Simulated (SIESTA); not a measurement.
**BaTiO3 in SIESTA: the effect of functional**

Crystal: BaTiO3.

```
Ba Ti O
1.0
     2.82737    1.63238    2.31839
    -2.82737    1.63238    2.31839
     0.00000   -3.26476    2.31839
Ba Ti O
1 1 3
Direct
  0.00000 0.00000 0.00000
  0.48450 0.48450 0.48450
  0.50860 0.01750 0.50860
  0.01750 0.50860 0.50860
  0.50860 0.50860 0.01750
```

Alike in all runs:

| Item | Value |
| --- | --- |
| Program | SIESTA 5.4.2 |
| Task | band structure |
| Basis | DZP (energy shift 0.003 Ry; two zetas on semicore shells; d shell added on Ba) |
| Grid cutoff | 800 Ry |
| Energy shift | 0.003 Ry |
| k mesh | 7 × 7 × 7 |
| Occupations | fermi-dirac, width 0.05 eV |
| Spin | no spin polarisation |

```tsv
functional	potentials or basis	gap on the mesh (eV)	pressure (GPa)	largest force (eV/Å)
AM05	PseudoDojo 0.4 standard (PBEsol files)	2.36	1.7	0.13
BLYP	PseudoDojo 0.4 standard (PBE files)	?	?	?
vdW-DF-cx	PseudoDojo 0.4 standard (PBE files)	2.40	2.3	0.28
```

What does the run with functional BLYP give?

gap on the mesh 2.44 eV; pressure 13.4 GPa; largest force 0.41 eV/Å.

Caveats: this set's barium file shifts pressures by up to 1 GPa against other sets; the potentials were made for another functional, which shifts forces and pressure; spin-orbit coupling is left out, which moves the levels of the heavy elements; the basis of atomic orbitals isn't converged, which shifts pressures, moduli and gaps.

A k mesh can miss the band edges.
